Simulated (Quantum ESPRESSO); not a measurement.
# Si (Fd-3m) in Quantum ESPRESSO: notebook

The runs below take Si through relaxation of cell and atoms, with PBEsol.

All numbers are computed with Quantum ESPRESSO 7.5; they aren't measurements. Logs are shortened: lines on timing, memory, paths and dates and some standing lists are left out, and cuts for length are marked.

## 1. The structure

The structure is cubic, space group Fd-3m (No. 227). The conventional cell has a = 5.431 Å, b = 5.431 Å, c = 5.431 Å, α = 90.00°, β = 90.00°, γ = 90.00°. Si (site symmetry -43m) is surrounded by 4 Si at 2.35 Å.

## 2. Relaxation of cell and atoms, PBEsol, target pressure 6 GPa, at which the enthalpy is minimised

File pw.in:

```
&CONTROL
  calculation = 'vc-relax'
  prefix = 'pwscf'
  outdir = './tmp'
  pseudo_dir = './pseudo'
  tprnfor = .true.
  tstress = .true.
  disk_io = 'low'
  nstep = 40
  forc_conv_thr = 0.0004
  etot_conv_thr = 1d-05
/
&SYSTEM
  ibrav = 0
  nat = 2
  ntyp = 1
  ecutwfc = 36
  nbnd = 9
  occupations = 'fixed'
/
&ELECTRONS
  conv_thr = 4d-10
  electron_maxstep = 120
  mixing_beta = 0.5
/
&IONS
  ion_dynamics = 'bfgs'
/
&CELL
  cell_dynamics = 'bfgs'
  press = 60
  press_conv_thr = 0.3
/
ATOMIC_SPECIES
Si    28.0850 Si.upf
CELL_PARAMETERS angstrom
   0.0000000000    2.7155000000    2.7155000000
   2.7155000000    0.0000000000    2.7155000000
   2.7155000000    2.7155000000    0.0000000000
ATOMIC_POSITIONS crystal
Si     0.0000000000    0.0000000000    0.0000000000
Si     0.2500000000    0.2500000000    0.2500000000
K_POINTS automatic
11 11 11 0 0 0
```

Potentials or basis: PseudoDojo 0.4.1 SR PBEsol standard.

Started as:

```sh
OMP_NUM_THREADS=1 pw.x -in pw.in > pw.out
```

pw.out:

```text
This program is part of the open-source Quantum ESPRESSO suite
     for quantum simulation of materials; please cite
[... 9 lines left out ...]
     --------------------
     sticks:   dense  smooth     PW     G-vecs:    dense   smooth      PW
     Sum         517     517    163                 7823     7823    1459

     Using Slab Decomposition

     bravais-lattice index     =            0
     lattice parameter (alat)  =       7.2571  a.u.
     unit-cell volume          =     270.2564 (a.u.)^3
     number of atoms/cell      =            2
     number of atomic types    =            1
     number of electrons       =         8.00
     number of Kohn-Sham states=            9
     kinetic-energy cutoff     =      36.0000  Ry
     charge density cutoff     =     144.0000  Ry
     scf convergence threshold =      4.0E-10
     mixing beta               =       0.5000
     number of iterations used =            8  plain     mixing
     energy convergence thresh.=      1.0E-05
     force convergence thresh. =      4.0E-04
     press convergence thresh. =      3.0E-01
     Exchange-correlation= PBESOL
                           (   1   4  10   8   0   0   0)
     nstep                     =           40

     celldm(1)=   7.257109  celldm(2)=   0.000000  celldm(3)=   0.000000
     celldm(4)=   0.000000  celldm(5)=   0.000000  celldm(6)=   0.000000

     crystal axes: (cart. coord. in units of alat)
               a(1) = (   0.000000   0.707107   0.707107 )
               a(2) = (   0.707107   0.000000   0.707107 )
               a(3) = (   0.707107   0.707107   0.000000 )

     reciprocal axes: (cart. coord. in units 2 pi/alat)
               b(1) = ( -0.707107  0.707107  0.707107 )
               b(2) = (  0.707107 -0.707107  0.707107 )
               b(3) = (  0.707107  0.707107 -0.707107 )

     PseudoPot. # 1 for Si read from file:
     Si.upf
     Pseudo is Norm-conserving + core correction, Zval =  4.0
     Generated using ONCVPSP code by D. R. Hamann
     Using radial grid of 1510 points,  6 beta functions with:
                l(1) =   0
                l(2) =   0
                l(3) =   1
                l(4) =   1
                l(5) =   2
                l(6) =   2

     atomic species   valence    mass     pseudopotential
     Si                4.00    28.08500     Si( 1.00)

     48 Sym. Ops., with inversion, found (24 have fractional translation)

   Cartesian axes

     site n.     atom                  positions (alat units)
         1        Si     tau(   1) = (   0.0000000   0.0000000   0.0000000  )
         2        Si     tau(   2) = (   0.3535534   0.3535534   0.3535534  )

     number of k points=    56
                       cart. coord. in units 2pi/alat
        k(    1) = (   0.0000000   0.0000000   0.0000000), wk =   0.0015026
        k(    2) = (   0.0642824   0.0642824  -0.0642824), wk =   0.0120210
        k(    3) = (   0.1285649   0.1285649  -0.1285649), wk =   0.0120210
        k(    4) = (   0.1928473   0.1928473  -0.1928473), wk =   0.0120210
        k(    5) = (   0.2571297   0.2571297  -0.2571297), wk =   0.0120210
        k(    6) = (   0.3214122   0.3214122  -0.3214122), wk =   0.0120210
[... 48 lines left out ...]
        k(   55) = (  -0.0642824  -0.4499770   0.7071068), wk =   0.0360631
        k(   56) = (   0.0000000  -0.3856946   0.6428243), wk =   0.0360631

     Dense  grid:     7823 G-vectors     FFT dimensions: (  32,  32,  32)

     Initial potential from superposition of free atoms

     starting charge       7.9988, renormalised to       8.0000
     Starting wfcs are    8 randomized atomic wfcs +    1 random wfcs

     Self-consistent Calculation

     iteration #  1     ecut=    36.00 Ry     beta= 0.50
     Davidson diagonalization with overlap
     ethr =  1.00E-02,  avg # of iterations =  6.3

     Threshold (ethr) on eigenvalues was too large:
     Diagonalizing with lowered threshold

     Davidson diagonalization with overlap
     ethr =  6.56E-04,  avg # of iterations =  1.4

     total energy              =     -16.92644547 Ry
     estimated scf accuracy    <       0.05518019 Ry

     iteration #  2     ecut=    36.00 Ry     beta= 0.50
     Davidson diagonalization with overlap
     ethr =  6.90E-04,  avg # of iterations =  1.0
[... 338 lines left out ...]
     Computing stress (Cartesian axis) and pressure

          total   stress  (Ry/bohr**3)                   (kbar)     P=       -0.07
  -0.00000050  -0.00000000   0.00000000           -0.07       -0.00        0.00
  -0.00000000  -0.00000050  -0.00000000           -0.00       -0.07       -0.00
   0.00000000   0.00000000  -0.00000050            0.00        0.00       -0.07

     BFGS Geometry Optimization
     Energy error            =      3.4E-03 Ry
     Gradient error          =      3.5E-32 Ry/Bohr
     Cell gradient error     =      6.0E+01 kbar

     number of scf cycles    =   1
     number of bfgs steps    =   0

     enthalpy           new  =     -16.8158207698 Ry

     new trust radius        =       0.0335670168 bohr
     new conv_thr            =       0.0000000004 Ry
[... 360 lines left out ...]
     Energy error            =      2.5E-03 Ry
     Gradient error          =      4.7E-32 Ry/Bohr
     Cell gradient error     =      2.9E+01 kbar

     number of scf cycles    =   2
     number of bfgs steps    =   1

     enthalpy           old  =     -16.8158207698 Ry
     enthalpy           new  =     -16.8183337915 Ry

     CASE: enthalpy          _new < enthalpy          _old

     new trust radius        =       0.0306750422 bohr
     new conv_thr            =            4.0E-12 Ry

     new unit-cell volume =    254.68494 a.u.^3 (    37.74041 Ang^3 )
     density =      2.47142 g/cm^3

CELL_PARAMETERS (angstrom)
   0.000000000   2.662311630   2.662311630
   2.662311630   0.000000000   2.662311630
   2.662311630   2.662311630  -0.000000000
[... 365 lines left out ...]
     Energy error            =      6.9E-04 Ry
     Gradient error          =      1.9E-31 Ry/Bohr
     Cell gradient error     =      2.8E+00 kbar

     number of scf cycles    =   3
     number of bfgs steps    =   2

     enthalpy           old  =     -16.8183337915 Ry
     enthalpy           new  =     -16.8190196447 Ry

     CASE: enthalpy          _new < enthalpy          _old

     new trust radius        =       0.0025839094 bohr
     new conv_thr            =            4.0E-12 Ry

     new unit-cell volume =    255.30398 a.u.^3 (    37.83215 Ang^3 )
     density =      2.46543 g/cm^3

CELL_PARAMETERS (angstrom)
   0.000000000   2.664466914   2.664466914
   2.664466914   0.000000000   2.664466914
   2.664466914   2.664466914  -0.000000000
[... 8 lines left out ...]
     Self-consistent Calculation

     iteration #  1     ecut=    36.00 Ry     beta= 0.50
     Davidson diagonalization with overlap
     ethr =  1.00E-06,  avg # of iterations =  2.0

     Threshold (ethr) on eigenvalues was too large:
     Diagonalizing with lowered threshold

     Davidson diagonalization with overlap
     ethr =  3.66E-09,  avg # of iterations =  3.4

     total energy              =     -16.92315650 Ry
     estimated scf accuracy    <       0.00000020 Ry

     iteration #  2     ecut=    36.00 Ry     beta= 0.50
     Davidson diagonalization with overlap
     ethr =  2.48E-09,  avg # of iterations =  1.0
[... 326 lines left out ...]
          total   stress  (Ry/bohr**3)                   (kbar)     P=       59.89
   0.00040715  -0.00000000  -0.00000000           59.89       -0.00       -0.00
  -0.00000000   0.00040715   0.00000000           -0.00       59.89        0.00
  -0.00000000   0.00000000   0.00040715           -0.00        0.00       59.89

     Energy error            =      5.6E-06 Ry
     Gradient error          =      3.6E-32 Ry/Bohr
     Cell gradient error     =      1.1E-01 kbar

     bfgs converged in   4 scf cycles and   3 bfgs steps
     (criteria: energy <  1.0E-05 Ry, force <  4.0E-04 Ry/Bohr, cell <  3.0E-01 kbar)

     End of BFGS Geometry Optimization

     Final enthalpy           =     -16.8190252290 Ry

Begin final coordinates
     new unit-cell volume =    255.30398 a.u.^3 (    37.83215 Ang^3 )
     density =      2.46543 g/cm^3

CELL_PARAMETERS (angstrom)
   0.000000000   2.664466914   2.664466914
   2.664466914   0.000000000   2.664466914
   2.664466914   2.664466914  -0.000000000

ATOMIC_POSITIONS (crystal)
Si              -0.0000000000       -0.0000000000        0.0000000000
Si               0.2500000000        0.2500000000        0.2500000000
End final coordinates

     Final scf calculation at the relaxed structure.
     The G-vectors are recalculated for the final unit cell
     Results may differ from those at the preceding step.

     G-vector sticks info
     --------------------
     sticks:   dense  smooth     PW     G-vecs:    dense   smooth      PW
     Sum         499     499    163                 7391     7391    1363

     Using Slab Decomposition

     bravais-lattice index     =            0
     lattice parameter (alat)  =       7.2571  a.u.
     unit-cell volume          =     255.3040 (a.u.)^3
     number of atoms/cell      =            2
     number of atomic types    =            1
     number of electrons       =         8.00
     number of Kohn-Sham states=            9
     kinetic-energy cutoff     =      36.0000  Ry
     charge density cutoff     =     144.0000  Ry
     scf convergence threshold =      4.0E-12
     mixing beta               =       0.5000
     number of iterations used =            8  plain     mixing
     press convergence thresh. =      3.0E-01
     Exchange-correlation= PBESOL
                           (   1   4  10   8   0   0   0)

     celldm(1)=   7.257109  celldm(2)=   0.000000  celldm(3)=   0.000000
     celldm(4)=   0.000000  celldm(5)=   0.000000  celldm(6)=   0.000000

     crystal axes: (cart. coord. in units of alat)
               a(1) = (   0.000000   0.693818   0.693818 )
               a(2) = (   0.693818   0.000000   0.693818 )
               a(3) = (   0.693818   0.693818  -0.000000 )

     reciprocal axes: (cart. coord. in units 2 pi/alat)
               b(1) = ( -0.720650  0.720650  0.720650 )
               b(2) = (  0.720650 -0.720650  0.720650 )
               b(3) = (  0.720650  0.720650 -0.720650 )

     PseudoPot. # 1 for Si read from file:
     Si.upf
     Pseudo is Norm-conserving + core correction, Zval =  4.0
     Generated using ONCVPSP code by D. R. Hamann
     Using radial grid of 1510 points,  6 beta functions with:
                l(1) =   0
                l(2) =   0
                l(3) =   1
                l(4) =   1
                l(5) =   2
                l(6) =   2

     atomic species   valence    mass     pseudopotential
     Si                4.00    28.08500     Si( 1.00)

     48 Sym. Ops., with inversion, found (24 have fractional translation)

   Cartesian axes

     site n.     atom                  positions (alat units)
         1        Si     tau(   1) = (  -0.0000000   0.0000000  -0.0000000  )
         2        Si     tau(   2) = (   0.3469090   0.3469090   0.3469090  )

     number of k points=    56
                       cart. coord. in units 2pi/alat
        k(    1) = (   0.0000000   0.0000000   0.0000000), wk =   0.0015026
        k(    2) = (   0.0655136   0.0655136  -0.0655136), wk =   0.0120210
        k(    3) = (   0.1310273   0.1310273  -0.1310273), wk =   0.0120210
        k(    4) = (   0.1965409   0.1965409  -0.1965409), wk =   0.0120210
        k(    5) = (   0.2620546   0.2620546  -0.2620546), wk =   0.0120210
        k(    6) = (   0.3275682   0.3275682  -0.3275682), wk =   0.0120210
[... 48 lines left out ...]
        k(   55) = (  -0.0655136  -0.4585955   0.7206501), wk =   0.0360631
        k(   56) = (   0.0000000  -0.3930819   0.6551365), wk =   0.0360631

     Dense  grid:     7391 G-vectors     FFT dimensions: (  32,  32,  32)

     Initial potential from superposition of free atoms

     starting charge       7.9988, renormalised to       8.0000
     Starting wfcs are    8 randomized atomic wfcs +    1 random wfcs

     Self-consistent Calculation

     iteration #  1     ecut=    36.00 Ry     beta= 0.50
     Davidson diagonalization with overlap
     c_bands:  1 eigenvalues not converged
     c_bands:  1 eigenvalues not converged
     c_bands:  1 eigenvalues not converged
     c_bands:  1 eigenvalues not converged
     c_bands:  2 eigenvalues not converged
     c_bands:  1 eigenvalues not converged
[... 387 lines left out ...]
     Computing stress (Cartesian axis) and pressure

          total   stress  (Ry/bohr**3)                   (kbar)     P=       59.83
   0.00040670  -0.00000000  -0.00000000           59.83       -0.00       -0.00
  -0.00000000   0.00040670   0.00000000           -0.00       59.83        0.00
  -0.00000000   0.00000000   0.00040670           -0.00        0.00       59.83

=------------------------------------------------------------------------------=
   JOB DONE.
=------------------------------------------------------------------------------=
```

It took 29 s on 1 thread of Intel Xeon Platinum 8259CL at 2.50GHz (Skylake/Cascade Lake), shared host; peak memory 0.05 GiB.

Results:

```yaml
Free_energy: -230.2511 eV
Relaxed_volume: 18.92 Å³/atom
Relaxed_cell: a = 3.768 Å, b = 3.768 Å, c = 3.768 Å, α = 60.00°, β = 60.00°, γ = 60.00°
Space_group_after_relaxing_to_0.05_Å: Fd-3m (No. 227)
Energy_change_on_relaxing_the_enthalpy_is_what_falls: +19.7 meV/atom
Ionic_steps: 4
Pressure_after_relaxing: 6.0 GPa
Band_gap_on_the_k_mesh: 0.37 eV, indirect (least direct gap 2.53 eV)
```

Step by step:
```csv
step,energy change (eV),largest force (eV/Å),pressure (GPa),volume (Å³)
1,0.0000,0.0000,-0.01,40.05
2,0.0113,0.0000,3.06,38.83
3,0.0429,0.0000,6.28,37.74
4,0.0394,0.0000,5.99,37.83
```

Final structure:
```xyz
2
Lattice="0.0000 2.6645 2.6645 2.6645 0.0000 2.6645 2.6645 2.6645 0.0000" Properties=species:S:1:pos:R:3 pbc="T T T"
Si    0.0000    0.0000    0.0000
Si    1.3322    1.3322    1.3322
```

Levels at points of the mesh, in eV from the valence-band top:
| k point | band 1 | band 2 | band 3 | band 4 | band 5 | band 6 | band 7 | band 8 |
| --- | --- | --- | --- | --- | --- | --- | --- | --- |
| (0.00, 0.00, 0.00) | -12.39 | 0.00 | 0.00 | 0.00 | 2.53 | 2.53 | 2.53 | 3.94 |

Caveat: an odd mesh through Γ misses points on the zone boundary, where band edges often lie.

## 3. Relaxation of cell and atoms, PBEsol, target pressure 9 GPa, at which the enthalpy is minimised

pw.in, as its differences from that of step 2:

```diff
@@ -30,3 +30,3 @@
   cell_dynamics = 'bfgs'
-  press = 60
+  press = 90
   press_conv_thr = 0.3
```

Potentials or basis: PseudoDojo 0.4.1 SR PBEsol standard.

Started as:

```sh
OMP_NUM_THREADS=1 pw.x -in pw.in > pw.out
```

It took 31 s on 1 thread of Intel Xeon Platinum 8259CL at 2.50GHz (Skylake/Cascade Lake), shared host; peak memory 0.05 GiB.

The run converged. Its results:

```yaml
Free_energy: -230.2086 eV
Relaxed_volume: 18.46 Å³/atom
Relaxed_cell: a = 3.738 Å, b = 3.738 Å, c = 3.738 Å, α = 60.00°, β = 60.00°, γ = 60.00°
Space_group_after_relaxing_to_0.05_Å: Fd-3m (No. 227)
Energy_change_on_relaxing_the_enthalpy_is_what_falls: +40.9 meV/atom
Ionic_steps: 5
Pressure_after_relaxing: 9.0 GPa
Band_gap_on_the_k_mesh: 0.32 eV, indirect (least direct gap 2.54 eV)
```

Step by step:
```tsv
step	energy change (eV)	largest force (eV/Å)	pressure (GPa)	volume (Å³)
1	0.0000	0.0000	-0.01	40.05
2	0.0258	0.0000	4.76	38.24
3	0.0911	0.0000	9.57	36.76
4	0.0814	0.0000	8.97	36.93
5	0.0818	0.0000	9.00	36.92
```

Final structure:
```yaml
crystal:
  lattice:
    - [0.00000, 2.64290, 2.64290]
    - [2.64290, 0.00000, 2.64290]
    - [2.64290, 2.64290, 0.00000]
  atoms:
    - { symbol: Si, position: [0.00000, 0.00000, 0.00000] }
    - { symbol: Si, position: [0.25000, 0.25000, 0.25000] }
```

Levels at points of the mesh, in eV from the valence-band top:
```
           k point  band 1  band 2  band 3  band 4  band 5  band 6  band 7  band 8
(0.00, 0.00, 0.00)  -12.57    0.00    0.00    0.00    2.54    2.54    2.54    4.23
```

Caveat: an odd mesh through Γ misses points on the zone boundary, where band edges often lie.

(Part 1 of 2 ends here.)
